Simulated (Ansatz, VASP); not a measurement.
# Cd in VASP and in Ansatz

```
CELL_PARAMETERS angstrom
-1.85357 1.85357 1.85357
1.85357 -1.85357 1.85357
1.85357 1.85357 -1.85357
ATOMIC_POSITIONS crystal
Cd 0.00000 0.00000 0.00000
```

Alike in both runs: task single point; functional revPBE; k mesh 14 × 14 × 14; occupations fermi-dirac, width 0.1 eV; no spin polarisation.

|  | VASP | Ansatz |
| --- | --- | --- |
| version | VASP 6.6.1 | Ansatz 0.2.0 |
| potentials or method | VASP PAW PBE potentials, release 64 (Cd) | plane waves (420 eV) with PAW, scalar-relativistic |
| plane-wave cutoff (eV) | 520 | 420 |
| valence electrons in the cell | 12 | 20 |

Ansatz gave:

| Quantity | Value |
| --- | --- |
| pressure (GPa) | -0.8 |

Task: What did VASP give for the same quantities?

Result: Pressure (GPa): -0.7.

The two sets of potentials don't hold the same shells in valence.

Caveats: the PAW data sets were made with another functional, which shifts forces and pressure a little (VASP).
